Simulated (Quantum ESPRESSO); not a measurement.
The system is PbS.

```xyz
4
Lattice="2.0800 -5.9913 0.0000 2.0800 5.9913 0.0000 0.0000 0.0000 4.2793" Properties=species:S:1:pos:R:3 pbc="T T T"
Pb    2.0800    4.4268    1.0698
Pb    2.0800   -4.4268    3.2095
S     2.0800    1.7399    1.0698
S     2.0800   -1.7399    3.2095
```

Measurements of this composition are mostly on another form, of space group No. 225.

| Quantity | Value |
| --- | --- |
| Program | Quantum ESPRESSO 7.5 |
| Task | single point |
| Functional | PBE |
| Potentials or basis | SSSP 1.3 efficiency PBE |
| Cutoff | 748 eV |
| Density cutoff | 5987 eV |
| k mesh | 7 × 7 × 6 |
| Occupations | fermi-dirac, width 0.05 eV |
| Spin | no spin polarisation |

On this cell: pressure 1.1 GPa; largest force 0.126 eV/Å; band gap on the k mesh 1.25 eV, indirect (least direct gap 1.43 eV).

The same run follows on a disturbed copy (atoms moved at random, drawn with an rms of 0.05 Å):

```
Pb S
1.0
     2.07995   -5.99130    0.00000
     2.07995    5.99130    0.00000
     0.00000    0.00000    4.27932
Pb S
2 2
Direct
  0.13494 0.88032 0.24860
  0.86171 0.12363 0.75282
  0.36449 0.66484 0.24715
  0.63820 0.34806 0.75218
```

What does the disturbed cell give?

The energy moves by +3.8 meV/atom; pressure 1.2 GPa; largest force 0.297 eV/Å; band gap on the k mesh 1.22 eV, indirect (least direct gap 1.47 eV).

Forces in eV/Å, atoms in the order of the input:
```
Pb  -0.036  0.134  0.017
Pb   0.050 -0.054 -0.020
S   -0.144 -0.257  0.036
S    0.130  0.178 -0.033
```

Stress tensor (GPa, compression positive):
```
 0.95  0.11 -0.07
 0.11  1.83 -0.08
-0.07 -0.08  0.82
```

Caveats: spin-orbit coupling is left out, which as a rule narrows the gap of such compounds by several tenths of an eV; an odd mesh through Γ misses points on the zone boundary, where band edges often lie.
